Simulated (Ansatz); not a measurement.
Task: a frozen displacement of one atom of ZrO2, space group Fm-3m, with Ansatz's Python interface. Give the script and its output. Level of theory (first run): PBEsol, PAW, the default cutoff (420 eV here), 6×6×6 k-points, fixed occupations.

```xyz
3
Lattice="0.0000 2.5350 2.5350 2.5350 0.0000 2.5350 2.5350 2.5350 0.0000" Properties=species:S:1:pos:R:3 pbc="T T T"
Zr    0.0000    0.0000    0.0000
O     1.2675    1.2675    1.2675
O     3.8025    3.8025    3.8025
```

Script `run_push.py`:
```python
"""Frozen displacement of one atom in ZrO2."""

import warnings

import ansatz as az
import numpy as np
from pymatgen.core import Lattice, Structure
from pymatgen.io.ase import AseAtomsAdaptor

SCF_TOL = 1e-10

warnings.simplefilter("ignore", az.DeckWarning)

pmg_structure = Structure(
    Lattice([[0.0, 2.535, 2.535], [2.535, 0.0, 2.535], [2.535, 2.535, 0.0]]),
    ["Zr", "O", "O"],
    [
        [0.0, 0.0, 0.0],
        [0.25, 0.25, 0.25],
        [0.75, 0.75, 0.75],
    ],
)
system = az.Crystal.from_ase(AseAtomsAdaptor.get_atoms(pmg_structure))

inverse = np.linalg.inv(np.array(system.lattice.vectors))
home = np.array(system.sites[1].position)
values = np.linspace(-0.05, 0.05, 5)
energies, pulls = [], []
for shift in values:
    moved = system.move(1, to=home + shift * inverse[1])
    calculation = moved.calculation()
    calculation = calculation.functional(az.Functional.PBESOL)
    calculation = calculation.kpoints(6)
    calculation = calculation.scf(tolerance=SCF_TOL).occupations(az.OccupationsMethod.FIXED)
    calculation = calculation.forces()
    r = calculation.run().report
    energies.append(r["free_energy_ev"])
    pulls.append(r["forces_ev_ang"][1][1])

# the force is minus the slope of the free energy
print("shift (A)   dE (eV)   force along y (eV/A)")
for shift, e, f in zip(values, energies, pulls):
    print(f"{shift:8.3f} {e - energies[2]:10.5f} {f:12.4f}")
print(f"stiffness from energies {2 * np.polyfit(values, energies, 2)[0]:.3f}, from forces {-np.polyfit(values, pulls, 1)[0]:.3f} eV/A^2")
```

```console
$ python run_push.py
shift (A)   dE (eV)   force along y (eV/A)
  -0.050    0.01325       0.5306
  -0.025    0.00331       0.2649
   0.000    0.00000       0.0000
   0.025    0.00331      -0.2649
   0.050    0.01325      -0.5306
stiffness from energies 10.603, from forces 10.609 eV/A^2
```

The curvature of the energy gives 10.603 eV/Å² and the slope of the force 10.609 eV/Å², a positive curvature.

Reading the output:
- The run is spin-unpolarised.
- Of the deposited cell: the entry's cell lengths or inner coordinates differ somewhat from later room-temperature determinations.
- This is a high-temperature or high-pressure form, not the ambient phase.
- The structure is a deposited one; some such entries were measured under pressure or heat, so a shift against it needn't be the functional's error alone.
- All periodic images of the atom move with it, so the curvature is one diagonal element of the zone-centre force constants and no normal mode; a positive value doesn't exclude soft modes in which several atoms move.
- Finished in 11 s on 1 thread of Arm Neoverse V1, with other jobs on the host, peak memory 0.43 GiB.
